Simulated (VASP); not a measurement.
Write the native input for VASP 6.6.1 that does the following.

| Property | Result |
| --- | --- |
| Task | single point |
| Functional | PBEsol |
| Potentials or basis | VASP PAW PBE potentials, release 64 (Mg) |
| Cutoff | 520 eV |
| k mesh | 18 × 18 × 18 |
| Occupations | gaussian, width 0.15 eV |
| Spin | no spin polarisation |
| Dipole correction | no |
| Further INCAR settings | ALGO = Fast; EDIFF = 1e-06; NBANDS = 7 |

The structure of Mg lies in POSCAR:

```
Mg
1.0
    0.0000000000      2.1769283200      2.1769283200
    2.1769283200      0.0000000000      2.1769283200
    2.1769283200      2.1769283200      0.0000000000
Mg
1
Direct
    0.0000000000      0.0000000000      0.0000000000
```

This isn't the form of Mg at room conditions, which is hcp.

The cell isn't the ideal one: strain -0.030 along x and y, -0.030 along z, atoms carried along.

The input as run:

INCAR

```
ALGO     = Fast           # electronic algorithm
EDIFF    = 1E-6           # SCF threshold, eV
ENCUT    = 520            # plane-wave cutoff, eV
GGA      = PS             # functional
ISIF     = 2              # what is computed and relaxed
ISMEAR   = 0              # smearing method
LASPH    = True           # aspherical terms in the spheres
LCHARG   = False          # write CHGCAR
LREAL    = False          # projectors in reciprocal space
LWAVE    = False          # write WAVECAR
NBANDS   = 7              # bands
NELM     = 80             # most SCF steps
PREC     = Accurate       # precision mode
SIGMA    = 0.15           # smearing width, eV
```

KPOINTS

```
k-points
0
Gamma
  18 18 18
```

Potentials or basis: VASP PAW PBE potentials, release 64 (Mg).

The run is started by

```bash
$ cat potpaw_PBE.64/Mg/POTCAR > POTCAR
$ mpirun -np 1 vasp_std > vasp.out
```

Results of the run:

| Property | Result |
| --- | --- |
| Pressure | 4.2 GPa |
| Band gap on the k mesh | none (metal or under the smearing width) |

Caveat: the PAW data sets were made with another functional, which shifts forces and pressure a little.

Run time: 11 s on 1 thread of Intel(R) Xeon(R) Platinum 8375C CPU @ 2.90GHz (Ice Lake) (shared host), peak memory 0.15 GiB.
